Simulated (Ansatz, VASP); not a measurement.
# Two plane-wave programs on Al

```
Al
1.0
     4.69277    0.00000    0.00000
    -2.34638    4.06406    0.00000
     0.00000    0.00000    2.90349
Al
3
Direct
  0.00000 0.00000 0.00000
  0.33333 0.66667 0.50000
  0.66667 0.33333 0.50000
```

Alike in both runs: task single point; functional LDA; k mesh 9 × 9 × 13; occupations fermi-dirac, width 0.1 eV; no spin polarisation.

```csv
,VASP,Ansatz
version,VASP 6.6.1,Ansatz 0.2.0
potentials or method,"VASP PAW LDA potentials, release 64 (Al)","plane waves (420 eV) with PAW, scalar-relativistic"
plane-wave cutoff (eV),520,420
valence electrons in the cell,9,9
```

|  | VASP | Ansatz | Ansatz less VASP |
| --- | --- | --- | --- |
| pressure (GPa) | -6.4 | -6.5 | -0.02 |
| largest component of the traceless stress (GPa) | 1.16 | 1.15 | -0.012 |

Ansatz warned: «pseudo_functional_mismatch».
